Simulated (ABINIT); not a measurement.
Runs of ABINIT 10.8.3 (patched build) on CdF2. The structure is cubic, space group Fm-3m (No. 225). The conventional cell has a = 5.388 Å, b = 5.388 Å, c = 5.388 Å, α = 90.00°, β = 90.00°, γ = 90.00°. Cd (site symmetry m-3m) is surrounded by 8 F at 2.33 Å. Around F (site symmetry -43m) lie 4 Cd at 2.33 Å. 

```csv
task,level,potentials or basis,k mesh,gap on the mesh (eV),pressure (GPa)
band structure,revPBE,JTH PAW PBE v2.0,9 × 9 × 9,3.26,8.6
single point,LDA,JTH PAW LDA v2.0,12 × 12 × 12,(b),(a)
band structure,BP86,JTH PAW PBE v2.0,9 × 9 × 9,3.05,4.3
single point,PBE,JTH PAW PBE v2.0,12 × 12 × 12,(c),5.1
band structure,SOGGA,JTH PAW PBE v2.0,9 × 9 × 9,2.92,-0.9
```

Alike in all rows: no spin polarisation; cell as given; cutoff (eV) 626; smearing fermi-dirac 0.05 eV.

Question: Estimate the missing entries.

Answer: (a) -6.0; (b) 2.78; (c) 3.07.

Caveats: the PAW data sets were made with another functional, which shifts forces and pressure a little (some runs).

A k mesh can miss the band edges, and the runs leave out spin-orbit coupling on Cd.

Not every run made on this cell is shown here.
